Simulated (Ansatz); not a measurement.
Notes on a calculation: Bi (fcc)

The computed numbers are results of HSE06, scalar-relativistic (no spin polarisation) in the plane-wave PAW code Ansatz at 420 eV, 8×8×8 k-mesh, Gaussian smearing of 0.05 eV. The datasets are Ansatz's generated set soft_2.

At room temperature and ambient pressure Bi takes another structure.

The start:

```
Bi
1.0
     0.00000    2.60576    2.60576
     2.60576    0.00000    2.60576
     2.60576    2.60576    0.00000
Bi
1
Direct
  0.00000 0.00000 0.00000
```

The runs in order:

```tsv
run	level	k-mesh	kind	V (Å³/atom)	P (GPa)	E − E(final) (meV/atom)	gap on the mesh (eV)
1	PBE	6×6×6	fixed cell	35.39	-4.7	–	metal
2	PBE	6×6×6	fixed cell	34.28	-3.6	–	metal
3	PBE	6×6×6	fixed cell	31.56	0.1	–	metal
4	HSE06	8×8×8	fixed cell	31.56	-1.1	2.1	metal
5	HSE06	8×8×8	fixed cell	31.32	-0.7	0.9	metal
6	HSE06	8×8×8	fixed cell	30.89	-0.1	0.0	metal
```

The volume is at zero pressure for this level.

The final structure (symmetry read at 0.01 Å). The structure is cubic, space group Fm-3m (No. 225). Conventional cell: a = 4.981 Å, b = 4.981 Å, c = 4.981 Å, α = 90.00°, β = 90.00°, γ = 90.00°. Bi (site symmetry m-3m) is surrounded by 12 Bi at 3.52 Å. (Shells end 15 % past the nearest neighbour.)

| atom | site | symmetry | x | y | z |
| --- | --- | --- | --- | --- | --- |
| Bi | 4a | m-3m | 0.0000 | 0.0000 | 0.0000 |

At the final geometry the gap, band path included, is zero (metallic). The runs in the table took roughly 2.5 core-minutes.

**What lies behind the numbers.**

The calculation's cell holds 15 valence electrons, an odd number. Without magnetic order each band takes two, so one stays part-filled and the crystal must be a metal.

For elements this heavy, spin–orbit coupling would shift levels and gaps; it isn't included here. Pressures of hybrids are less tightly converged. For a metal under a hybrid functional this mesh is coarse.
